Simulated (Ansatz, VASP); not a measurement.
**C in VASP and in Ansatz**

```
C
1.0
     2.52210    0.00000    0.00000
    -1.26105    2.18420    0.00000
     0.00000    0.00000    8.23710
C
8
Direct
  0.66667 0.33333 0.84375
  0.33333 0.66667 0.34375
  0.66667 0.33333 0.65625
  0.33333 0.66667 0.15625
  0.00000 0.00000 0.90625
  0.00000 0.00000 0.40625
  0.00000 0.00000 0.59375
  0.00000 0.00000 0.09375
```

This is a hexagonal form of diamond, not graphite.

Alike in both runs: task relaxation of cell and atoms; functional PBE; k mesh 12 × 12 × 4; occupations fermi-dirac, width 0.05 eV; no spin polarisation.

|  | VASP | Ansatz |
| --- | --- | --- |
| version | VASP 6.6.1 | Ansatz 0.2.0 |
| potentials or method | VASP PAW PBE potentials, release 64 (C_GW) | Ansatz PAW |
| plane-wave cutoff (eV) | 630 | 420 |
| valence electrons in the cell | 32 | 32 |

|  | VASP | Ansatz | Ansatz less VASP |
| --- | --- | --- | --- |
| gap on the k mesh at the Fermi level, each at its own relaxed structure (eV) | 4.53 | 4.54 | +0.007 |
| relaxed volume (Å³/atom) | 5.70 | 5.70 | +0.002 |
| relaxed cell length with the largest relative difference (Å) | 8.303 | 8.305 | +0.0017 |
| energy change over the relaxation (meV/atom) | -3 | -3 | 0.0 |

Caveats: the plane-wave basis is chosen anew once the cell has moved, so the energies of steps on either side of that aren't comparable (Ansatz); the pressure holds a Pulay correction of +1.0 GPa for the finite cutoff (Ansatz). A k mesh can miss the band edges. PBE usually gives volumes a little too large and moduli too small. Zero-point motion and thermal expansion aren't in these numbers.
